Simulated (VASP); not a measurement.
A run of VASP 6.6.1 is set up as follows.

INCAR

```
SYSTEM = Mg
PREC     = Accurate       ! precision mode
ENCUT    = 520            ! plane-wave cutoff, eV
EDIFF    = 1E-6           ! SCF threshold, eV
ISMEAR   = 0              ! smearing method
SIGMA    = 0.023          ! smearing width, eV
LREAL    = .False.        ! projectors in reciprocal space
LASPH    = .True.         ! aspherical terms in the spheres
NELM     = 100            ! most SCF steps
ALGO     = Normal         ! electronic algorithm
ISIF     = 2              ! what is computed and relaxed
LWAVE    = .False.        ! write WAVECAR
LCHARG   = .False.        ! write CHGCAR
GGA      = PE             ! functional
```

File KPOINTS:

```
regular mesh
0
Gamma
  10 10 5
  0 0 0
```

Contents of POSCAR:

```
Mg
1.0
    3.2093000000      0.0000000000      0.0000000000
   -1.6046500000      2.7793353284      0.0000000000
    0.0000000000      0.0000000000      5.2103000000
Mg
2
Direct
    0.6666666667      0.3333333333      0.7500000000
    0.3333333333      0.6666666667      0.2500000000
```

Potentials or basis: VASP PAW PBE potentials, release 64 (Mg).

Run with:

```console
$ cat potpaw_PBE.64/Mg/POTCAR > POTCAR
$ mpirun -np 1 vasp_std > vasp.out
```

Task: Estimate the pressure.

Result: -0.6 GPa.

Task: What does it give for the band gap on the k mesh?

Result: None (metal or under the smearing width).

Stress tensor (GPa, compression positive):
```
-0.81  0.00  0.00
 0.00 -0.81  0.00
 0.00  0.00 -0.10
```
